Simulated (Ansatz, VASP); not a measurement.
## One calculation of C, two programs

File INCAR:

```
ALGO = Normal ; EDIFF = 1E-6
EDIFFG = -0.003 ; ENCUT = 600
GGA = PE ; IBRION = 2
ISIF = 3 ; ISMEAR = -1
LASPH = T ; LCHARG = F
LREAL = F ; LWAVE = F
NELM = 100 ; NSW = 100
PREC = Accurate ; SIGMA = 0.05
```

Contents of KPOINTS:

```
k-points
0
Gamma
  15 15 5
```

POSCAR

```
C
1.0
    2.4640000000      0.0000000000      0.0000000000
   -1.2320000000      2.1338865949      0.0000000000
    0.0000000000      0.0000000000      6.7110000000
C
4
Direct
    0.0000000000      0.0000000000      0.2500000000
    0.0000000000      0.0000000000      0.7500000000
    0.3333333333      0.6666666667      0.2500000000
    0.6666666667      0.3333333333      0.7500000000
```

Input for Ansatz:

```yaml
crystal:
  lattice:
    - [2.464, 0.0, 0.0]
    - [-1.232, 2.1338865949, 0.0]
    - [0.0, 0.0, 6.711]
  atoms:
    - { symbol: C, position: [0.0, 0.0, 0.25] }
    - { symbol: C, position: [0.0, 0.0, 0.75] }
    - { symbol: C, position: [0.3333333333, 0.6666666667, 0.25] }
    - { symbol: C, position: [0.6666666667, 0.3333333333, 0.75] }
kpoints:
  mp_grid: { grid: [15, 15, 5] }
scf:
  occupations: { method: fermi_dirac, width: 0.05 }
hamiltonian:
  xc: pbe
  pseudopotentials: { kind: paw }
output:
  forces: true
  stress: true
relax:
  f_tol: 0.003
  max_steps: 80
  cell: {}
```

Alike in both runs: task relaxation of cell and atoms; functional PBE; k mesh 15 × 15 × 5; occupations fermi-dirac, width 0.05 eV; no spin polarisation.

|  | VASP | Ansatz |
| --- | --- | --- |
| version | VASP 6.6.1 | Ansatz 0.2.0 |
| potentials or method | VASP PAW PBE potentials, release 64 (C) | PAW with Ansatz's default frozen-core files, scalar-relativistic |
| plane-wave cutoff (eV) | 600 | 420 |
| valence electrons in the cell | 16 | 16 |

Ansatz gave:

| Property | Result |
| --- | --- |
| relaxed volume (Å³/atom) | 11.18 |
| relaxed cell length with the largest relative difference (Å) | 8.488 |
| energy change over the relaxation (meV/atom) | -15 |

Problem. What did VASP give for the same quantities?

Solution. Relaxed volume (Å³/atom): 10.37; relaxed cell length with the largest relative difference (Å): 7.868; energy change over the relaxation (meV/atom): -12.

One of these differences is far larger than is usual between the two programs; its cause wasn't traced.

Caveats: the volume moved by over 15 % at a fixed basis, so the end points are rough (VASP); this functional lacks dispersion, which binds the layers, so the pressure and a relaxed spacing across them are unreliable, and here the layers came unbound. PBE usually gives volumes a little too large and moduli too small. Zero-point motion and thermal expansion aren't in these numbers.
